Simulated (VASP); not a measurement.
# VASP 6.6.1 run: SrO

INCAR

```
IBRION = -1
ALGO = Normal
SIGMA = 0.2
NBANDS = 15
NSW = 0
ISIF = 2
NELM = 120
METAGGA = R2SCAN
EDIFF = 1E-7
ISMEAR = -4
ENCUT = 520
LWAVE = .FALSE.
PREC = Accurate
LCHARG = .FALSE.
LREAL = .FALSE.
LASPH = .TRUE.
```

KPOINTS

```
KPOINTS created by Atomic Simulation Environment
0
Gamma
8 8 8
0 0 0
```

POSCAR

```
Sr O
 1.0000000000000000
     0.0000000000000000    2.5282944794000000    2.5282944794000000
     2.5282944794000000    0.0000000000000000    2.5282944794000000
     2.5282944794000000    2.5282944794000000    0.0000000000000000
 Sr  O
   1   1
Cartesian
  0.0000000000000000  0.0000000000000000  0.0000000000000000
  2.5282944793999995  2.5282944793999995  2.5282944793999995
```

The recommended PBE PAW datasets give the neutral cell 16 valence electrons.

Command

```
mpirun -np 1 vasp_std
```

OSZICAR

```
N       E                     dE             d eps       ncg     rms          rms(c)
DAV:   1     0.470829862655E+02    0.47083E+02   -0.85013E+03   870   0.107E+03
DAV:   2    -0.317078025528E+02   -0.78791E+02   -0.71791E+02  1208   0.226E+02
DAV:   3    -0.346360406466E+02   -0.29282E+01   -0.29044E+01  1095   0.391E+01
DAV:   4    -0.347099067567E+02   -0.73866E-01   -0.73859E-01  1013   0.602E+00
DAV:   5    -0.347118592926E+02   -0.19525E-02   -0.19525E-02  1111   0.828E-01    0.179E+01
DAV:   6    -0.268774453715E+02    0.78344E+01   -0.44262E+00  1199   0.174E+01    0.167E+01
DAV:   7    -0.269947411526E+02   -0.11730E+00   -0.20061E-01   877   0.406E+00    0.938E+00
DAV:   8    -0.270119220573E+02   -0.17181E-01   -0.85567E-02   884   0.310E+00    0.941E-01
DAV:   9    -0.270071155443E+02    0.48065E-02   -0.17118E-02  1066   0.126E+00    0.268E-01
DAV:  10    -0.270073693309E+02   -0.25379E-03   -0.14495E-03   947   0.381E-01    0.130E-01
DAV:  11    -0.270075574809E+02   -0.18815E-03   -0.25131E-04   877   0.165E-01    0.825E-02
DAV:  12    -0.270075499818E+02    0.74991E-05   -0.34209E-05  1059   0.529E-02    0.182E-02
DAV:  13    -0.270075492724E+02    0.70941E-06   -0.45002E-06  1129   0.219E-02    0.142E-02
DAV:  14    -0.270075488313E+02    0.44102E-06   -0.51557E-07  1031   0.719E-03    0.460E-03
DAV:  15    -0.270075486236E+02    0.20775E-06   -0.38978E-08   561   0.194E-03    0.113E-03
DAV:  16    -0.270075485978E+02    0.25758E-07   -0.70698E-09   470   0.648E-04
   1 F= -.27007549E+02 E0= -.27007549E+02  d E =0.000000E+00
```

From OUTCAR

```
k-points           NKPTS =     29   k-points in BZ     NKDIM =     29   number of bands    NBANDS=     15

   NELECT =      16.0000    total number of electrons

   dimension x,y,z NGX =    28 NGY =   28 NGZ =   28
   dimension x,y,z NGXF=    56 NGYF=   56 NGZF=   56

  energy-cutoff  :      520.00
  volume of cell :       32.32
      direct lattice vectors                 reciprocal lattice vectors
     0.000000000  2.528294479  2.528294479    -0.197761773  0.197761773  0.197761773
     2.528294479  0.000000000  2.528294479     0.197761773 -0.197761773  0.197761773
     2.528294479  2.528294479  0.000000000     0.197761773  0.197761773 -0.197761773

 k-points in reciprocal lattice and weights: KPOINTS created by Atomic Simulation Env
   0.00000000  0.00000000  0.00000000       0.002
   0.12500000  0.00000000  0.00000000       0.016
   0.25000000  0.00000000  0.00000000       0.016
   0.37500000  0.00000000  0.00000000       0.016
   0.50000000  0.00000000  0.00000000       0.008
   0.12500000  0.12500000  0.00000000       0.012
   0.25000000  0.12500000  0.00000000       0.047
   0.37500000  0.12500000  0.00000000       0.047
   ...

 E-fermi :   1.6412

 k-point     1 :       0.0000    0.0000    0.0000
  band No.  band energies     occupation
      1     -31.7133      2.00000
      2     -14.5058      2.00000
      3     -12.6784      2.00000
      4     -12.6784      2.00000
      5     -12.6784      2.00000
      6       1.5835      2.00000
      7       1.5835      2.00000
      8       1.5835      2.00000
      9       6.6329      0.00000
     10       8.4722      0.00000
     11       8.4722      0.00000
     12       8.4722      0.00000
     13      10.9103      0.00000
     14      10.9103      0.00000
     15      15.1445      0.00000

 k-point     2 :       0.1250    0.0000    0.0000
  band No.  band energies     occupation
      1     -31.6882      2.00000
      2     -14.8086      2.00000
      3     -12.6912      2.00000
      4     -12.6912      2.00000
      5     -12.4355      2.00000
      6       1.1446      2.00000
      7       1.3703      2.00000
      8       1.3703      2.00000
      9       7.3349      0.00000
     10       8.3098      0.00000
     11       8.8025      0.00000
     12       8.8025      0.00000
     13      11.3604      0.00000
     14      11.3604      0.00000
     15      16.2215      0.00000

 k-point     3 :       0.2500    0.0000    0.0000
  band No.  band energies     occupation
      1     -31.6268      2.00000
      2     -15.3639      2.00000
      3     -12.7216      2.00000
      4     -12.7215      2.00000
      5     -12.0249      2.00000
      6       0.3049      2.00000
      7       0.9093      2.00000
      8       0.9093      2.00000
      9       8.2683      0.00000
     10       8.9082      0.00000
     11       9.7023      0.00000
     12       9.7023      0.00000
     13      12.4843      0.00000
     14      12.4843      0.00000
     15      18.4109      0.00000

 ...

  Total        1.4519242      1.4519242      1.4519242      0.0000000      0.0000000      0.0000000
  in kB       71.9683512     71.9683512     71.9683512      0.0000000      0.0000000      0.0000000
  external PRESSURE =      71.9683512 kB  Pullay stress =       0.0000000 kB

 POSITION                                       TOTAL-FORCE (eV/Angst)
 -----------------------------------------------------------------------------------
      0.00000      0.00000      0.00000         0.000000      0.000000      0.000000
      2.52829      2.52829      2.52829         0.000000      0.000000     -0.000000
 -----------------------------------------------------------------------------------
    total drift:                                0.000000      0.000000      0.000000

  FREE ENERGIE OF THE ION-ELECTRON SYSTEM (eV)
  ---------------------------------------------------
  free  energy   TOTEN  =       -27.0075485978 eV

  energy  without entropy=      -27.0075485978  energy(sigma->0) =      -27.00754860
```

It converged. Results: gap between bands v and c on the k mesh 3.71 eV; least direct gap on the k mesh 3.76 eV; pressure 7.2 GPa. Band v is the last that the valence electrons fill when counted band by band, and c is the next.

For comparison, a separate r²SCAN run of the intended cell, on usual settings and not on those above, gives a gap of 3.71 eV on its mesh and a pressure of 7.2 GPa.

The run above took about 49 s on one core of a shared host (Intel Xeon Platinum 8488C) and held 0.17 GiB at most.
